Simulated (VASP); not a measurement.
# VN (Fm-3m) in VASP: a series of runs, part 2 of 2

VASP 6.6.1.

## (3) Relaxation of cell and atoms, PBEsol

This run uses another cell than the first one, of 8.46 Å³/atom, 0.962 times its volume.

INCAR reads:

```
  PREC = Accurate
  ENCUT = 600
  EDIFF = 1E-7
  ISMEAR = 1
  SIGMA = 0.1
  LREAL = F
  LASPH = T
  NELM = 80
  ALGO = Normal
  ISIF = 3
  LWAVE = F
  LCHARG = F
  GGA = PS
  IBRION = 2
  NSW = 90
  EDIFFG = -0.005
```

KPOINTS reads:

```
regular mesh
0
Gamma
  16 16 16
```

POSCAR reads:

```
VN                                      
1.0
   -0.0000000000      2.0372620889      2.0372620889
    2.0372620889     -0.0000000000      2.0372620889
    2.0372620889      2.0372620889      0.0000000000
  V               N             
     1     1
Direct
     1.0000000000000000    1.0000000000000000    1.0000000000000000
     0.5000000000000000    0.5000000000000000    0.5000000000000000
```

Potentials or basis: VASP PAW PBE potentials, release 64 (V_sv, N).

Launch:

```console
> cat potpaw_PBE.64/V_sv/POTCAR potpaw_PBE.64/N/POTCAR > POTCAR
> mpirun -np 1 vasp_std > vasp.out
```

OUTCAR:

```text
PREC = Accurate
   ENCUT = 600
   EDIFF = 1E-7
   ISMEAR = 1
   LREAL = F
   LASPH = T
   NELM = 80
   ISIF = 3
   GGA = PS
   IBRION = 2
   NSW = 90
   EDIFFG = -0.005

 ion  position               nearest neighbor table
   1  0.000  0.000  0.000-   2 2.04   2 2.04   2 2.04   2 2.04   2 2.04   2 2.04
   2  0.500  0.500  0.500-   1 2.04   1 2.04   1 2.04   1 2.04   1 2.04   1 2.04

  LATTYP: Found a face centered cubic cell.
 ALAT       =     4.0745241778

  Lattice vectors:

 A1 = (   0.0000000000,   2.0372620889,   2.0372620889)
 A2 = (   2.0372620889,   0.0000000000,   2.0372620889)
 A3 = (   2.0372620889,   2.0372620889,   0.0000000000)

Analysis of symmetry for initial positions (statically):
=====================================================================
 Subroutine PRICEL returns:
 Original cell was already a primitive cell.

 Routine SETGRP: Setting up the symmetry group for a
 face centered cubic supercell.

 Subroutine GETGRP returns: Found 48 space group operations
 (whereof 48 operations were pure point group operations)
 out of a pool of 48 trial point group operations.

The static configuration has the point symmetry O_h .

Analysis of symmetry for dynamics (positions and initial velocities):
=====================================================================
 Subroutine PRICEL returns:
 Original cell was already a primitive cell.

 Routine SETGRP: Setting up the symmetry group for a
 face centered cubic supercell.

 Subroutine GETGRP returns: Found 48 space group operations
 (whereof 48 operations were pure point group operations)
 out of a pool of 48 trial point group operations.

The dynamic configuration has the point symmetry O_h .

 Subroutine INISYM returns: Found 48 space group operations
 (whereof 48 operations are pure point group operations),
 and found     1 'primitive' translations

----------------------------------------------------------------------------------------

                                     Primitive cell

  volume of cell :      16.9111

  direct lattice vectors                    reciprocal lattice vectors
     0.000000000  2.037262089  2.037262089    -0.245427431  0.245427431  0.245427431
     2.037262089  0.000000000  2.037262089     0.245427431 -0.245427431  0.245427431
     2.037262089  2.037262089  0.000000000     0.245427431  0.245427431 -0.245427431

  length of vectors
     2.881123676  2.881123676  2.881123676     0.425092779  0.425092779  0.425092779

  position of ions in fractional coordinates (direct lattice)
     0.000000000  0.000000000  0.000000000
     0.500000000  0.500000000  0.500000000

  ion indices of the primitive-cell ions
   primitive index   ion index
                 1           1
                 2           2

----------------------------------------------------------------------------------------

 KPOINTS: regular mesh

Automatic generation of k-mesh.
 Grid dimensions read from file:
 generate k-points for:   16   16   16

 Generating k-lattice:

  Cartesian coordinates                     Fractional coordinates (reciprocal lattice)
    -0.015339214  0.015339214  0.015339214     0.062500000  0.000000000  0.000000000
[... 42 lines left out ...]
   number of dos      NEDOS =    301   number of ions     NIONS =      2
   total plane-waves  NPLWV =  13824
   dimension x,y,z NGX =    24 NGY =   24 NGZ =   24
   dimension x,y,z NGXF=    48 NGYF=   48 NGZF=   48
   ions per type =               1   1
   NGX,Y,Z   is equivalent  to a cutoff of  13.85, 13.85, 13.85 a.u.
   NGXF,Y,Z  is equivalent  to a cutoff of  27.70, 27.70, 27.70 a.u.
 SYSTEM =  unknown system
   PREC   = accura    normal or accurate (medium, high low for compatibility)
   ISTART =      0    job   : 0-new  1-cont  2-samecut
   ICHARG =      2    charge: 1-file 2-atom 10-const
   ISPIN  =      1    spin polarized calculation?
   LNONCOLLINEAR =      F non collinear calculations
   LSORBIT =      F    spin-orbit coupling
   LASPH  =      T    aspherical Exc in radial PAW
   ENCUT  =  600.0 eV  44.10 Ry    6.64 a.u.   5.75  5.75  5.75*2*pi/ulx,y,z
   NELM   =     80;   NELMIN=  2; NELMDL= -5     # of ELM steps
   EDIFF  = 0.1E-06   stopping-criterion for ELM
   LREAL  =      F    real-space projection
   EDIFFG = -.5E-02   stopping-criterion for IOM
   NSW    =     90    number of steps for IOM
   IBRION =      2    ionic relax: 0-MD 1-quasi-New 2-CG
   NFREE  =      1    steps in history (QN), initial steepest desc. (CG)
   ISIF   =      3    stress and relaxation
   ISYM   =      2    0-nonsym 1-usesym 2-fastsym
   POTIM  = 0.5000    time-step for ionic-motion
   TEBEG  =    0.0;   TEEND  =   0.0 temperature during run
   PSTRESS=    0.0 pullay stress
   NELECT =      18.0000    total number of electrons
   NUPDOWN=      -1.0000    fix difference up-down
   EMIN   =  10.00;   EMAX   =-10.00  energy-range for DOS
   EFERMI =   0.00;   METHOD = LEGACY
   ISMEAR =     1;   SIGMA  =   0.10  broadening in eV -4-tet -1-fermi 0-gaus
   EFERMI_NEDOS =   21; number of points for ismear=-14 and -15
   IALGO  =     38    algorithm
   IMIX   =      4    mixing-type and parameters
     AMIX     =   0.40;   BMIX     =  1.00
     AMIX_MAG =   1.60;   BMIX_MAG =  1.00
  volume/ion in A,a.u.               =       8.46        57.06
  Fermi-wavevector in a.u.,A,eV,Ry     =   1.671509  3.158694 38.013901  2.793943
  Thomas-Fermi vector in A             =   2.756819
   LORBIT       =      0    0 simple, 1 ext, 2 COOP (PROOUT), +10 PAW based schemes
   GGA     = PS    functional components
   LHFCALC =     F    Hartree Fock is set to
   AEXX    =    0.0000 exact exchange contribution
   IVDW    =     0    specifies the selected vdW correction
   LEPSILON=     F    determine dielectric tensor
   LRPA    =     F    only Hartree local field effects (RPA)
 conjugate gradient relaxation of ions
 non-spin polarized calculation
 Methfessel and Paxton  Order N= 1 SIGMA  =   0.10
  energy-cutoff  :      600.00
  volume of cell :       16.91
 maximum number of plane-waves:       588
   NGX = 11   NGY = 11   NGZ = 11

 number of electron      18.0000005 magnetization

 Free energy of the ion-electron system (eV)
  ---------------------------------------------------
  ext. energy  EPLUGINS =         0.00000000
  ---------------------------------------------------
  free energy    TOTEN  =       -20.56420066 eV

  energy without entropy =      -20.56416602  energy(sigma->0) =      -20.56418911

 E-fermi :  12.4058     XC(G=0): -14.0082

 val. band max:       12.3708559498   @ k =  -0.3125   0.1875   0.0000
 cond. band min:      12.4121396170   @ k =  -0.4375   0.1875   0.0000
 fundamental gap:      0.0412836672
 Fermi energy:        12.4057726442

 k-point     1 :       0.0000    0.0000    0.0000
  band No.  band energies     occupation
      1     -52.8112      2.00000
      2     -26.5336      2.00000
      3     -26.5336      2.00000
      4     -26.5336      2.00000
      5      -5.8381      2.00000
      6      10.0743      2.00000
      7      10.0743      2.00000
      8      10.0743      2.00000
      9      10.7320      2.00000
     10      10.7320      2.00000
     11      10.7320      2.00000
     12      11.8416      2.00000
     13      11.8416      2.00000
[... 354 lines left out ...]
  band No.  band energies     occupation
      1     -52.8025      2.00000
      2     -26.5877      2.00000
      3     -26.5481      2.00000
      4     -26.5349      2.00000
      5      -5.6140      2.00000
      6       8.7396      2.00000
      7       8.9364      2.00000
      8       9.2579      2.00000
      9      10.8490      2.00000
     10      11.3099      2.00000
     11      11.4191      2.00000
     12      12.4555      0.26231
     13      13.2284     -0.00000

 [... further k-points ...]

------------------------ aborting loop because EDIFF is reached ----------------------------------------

  FORCE on cell =-STRESS in cart. coord.  units (eV):
  Direction    XX          YY          ZZ          XY          YZ          ZX
  --------------------------------------------------------------------------------------
  -------------------------------------------------------------------------------------
  Total        0.0096323      0.0096323      0.0096323      0.0000000      0.0000000      0.0000000
  in kB        0.9125764      0.9125764      0.9125764      0.0000000      0.0000000      0.0000000
  external PRESSURE =       0.9125764 kB  Pullay stress =       0.0000000 kB

 VOLUME and BASIS-vectors are now :
 -----------------------------------------------------------------------------
  energy-cutoff  :      600.00
  volume of cell :       16.91
      direct lattice vectors                 reciprocal lattice vectors
     0.000000000  2.037262089  2.037262089    -0.245427431  0.245427431  0.245427431
     2.037262089  0.000000000  2.037262089     0.245427431 -0.245427431  0.245427431
     2.037262089  2.037262089  0.000000000     0.245427431  0.245427431 -0.245427431

 POSITION                                       TOTAL-FORCE (eV/Angst)
 -----------------------------------------------------------------------------------
      0.00000      0.00000      0.00000        -0.000000     -0.000000      0.000000
      2.03726      2.03726      2.03726         0.000000      0.000000      0.000000
 -----------------------------------------------------------------------------------
    total drift:                                0.000000     -0.000000     -0.000000

  FREE ENERGIE OF THE ION-ELECTRON SYSTEM (eV)
  ---------------------------------------------------
  free  energy   TOTEN  =       -20.5642006595 eV

  energy  without entropy=      -20.5641660187  energy(sigma->0) =      -20.56418911

 reached required accuracy - stopping structural energy minimisation
```

OSZICAR:

```text
N       E                     dE             d eps       ncg     rms          rms(c)
DAV:   1     0.160970668162E+03    0.16097E+03   -0.10947E+04  3770   0.176E+03
DAV:   2    -0.173273731643E+02   -0.17830E+03   -0.17216E+03  4005   0.455E+02
DAV:   3    -0.256131258040E+02   -0.82858E+01   -0.81787E+01  4087   0.101E+02
DAV:   4    -0.257470003519E+02   -0.13387E+00   -0.13253E+00  4285   0.120E+01
DAV:   5    -0.257485902769E+02   -0.15899E-02   -0.15894E-02  4222   0.117E+00    0.323E+01
DAV:   6    -0.215908896081E+02    0.41577E+01   -0.31056E+01  4844   0.745E+01    0.926E+00
DAV:   7    -0.207041918802E+02    0.88670E+00   -0.73204E+00  4451   0.356E+01    0.101E+01
DAV:   8    -0.206157285190E+02    0.88463E-01   -0.96941E-01  4017   0.153E+01    0.237E+00
DAV:   9    -0.205649630683E+02    0.50765E-01   -0.13279E-01  4284   0.575E+00    0.382E-01
DAV:  10    -0.205643980746E+02    0.56499E-03   -0.88614E-03  3950   0.117E+00    0.290E-01
DAV:  11    -0.205641997298E+02    0.19834E-03   -0.50627E-04  3925   0.323E-01    0.396E-02
DAV:  12    -0.205642041182E+02   -0.43883E-05   -0.20256E-05  3840   0.540E-02    0.386E-02
DAV:  13    -0.205642006645E+02    0.34536E-05   -0.11731E-05  3825   0.488E-02    0.292E-03
DAV:  14    -0.205642006595E+02    0.50622E-08   -0.32826E-07  3860   0.579E-03
   1 F= -.20564201E+02 E0= -.20564189E+02  d E =-.205642E+02
```

Run time: 19 s. Hardware: 1 thread of Intel Xeon Platinum 8488C (Sapphire Rapids), shared host; peak memory 0.17 GiB.

Results:

```
Free energy             : -20.5642 eV
Pressure after relaxing : 0.1 GPa
```

Final structure:
```
CELL_PARAMETERS angstrom
0.00000 2.03726 2.03726
2.03726 0.00000 2.03726
2.03726 2.03726 0.00000
ATOMIC_POSITIONS crystal
V 0.00000 0.00000 0.00000
N 0.50000 0.50000 0.50000
```

Caveat: the relaxation stopped at its first step, so nothing moved; the bands computed are all filled at some k points, so no gap is given; the PAW data sets were made with another functional, which shifts forces and pressure a little; the run has no spin polarisation, though such a crystal can be magnetic.
